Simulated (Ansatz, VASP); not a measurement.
## WC in VASP and in Ansatz

```
W C
1.0
     0.00000    2.19268    2.19268
     2.19268    0.00000    2.19268
     2.19268    2.19268    0.00000
W C
1 1
Direct
  0.95969 0.00000 0.00000
  0.50000 0.50000 0.50000
```

Change from the starting cell: all W atoms moved +0.125 Å, as atom 1 towards its neighbour atom 1 (W) at 3.101 Å.

Alike in both runs: task single point; functional LDA; k mesh 18 × 18 × 18; occupations gaussian, width 0.15 eV; no spin polarisation.

|  | VASP | Ansatz |
| --- | --- | --- |
| version | VASP 6.6.1 | Ansatz 0.2.0 |
| potentials or method | VASP PAW LDA potentials, release 64 (W_sv, C) | scalar-relativistic, plane waves, PAW |
| plane-wave cutoff (eV) | 520 | 420 |
| valence electrons in the cell | 18 | 18 |

Ansatz gave:

```
gap on the k mesh at the Fermi level (eV)       : none
pressure (GPa)                                  : -13.6
largest component of the traceless stress (GPa) : 2.63
rms of the force components (eV/Å)              : 0.472
```

Problem. What did VASP give for the same quantities?

Solution. gap on the k mesh at the Fermi level (eV): none; pressure (GPa): -11.4; largest component of the traceless stress (GPa): 2.65; rms of the force components (eV/Å): 0.488.

Atom by atom the forces differ by 0.016 eV/Å (rms over components). A gap of «none» marks a metal or a gap that the smearing closes.

Spin-orbit coupling is left out, which matters for the levels of W.
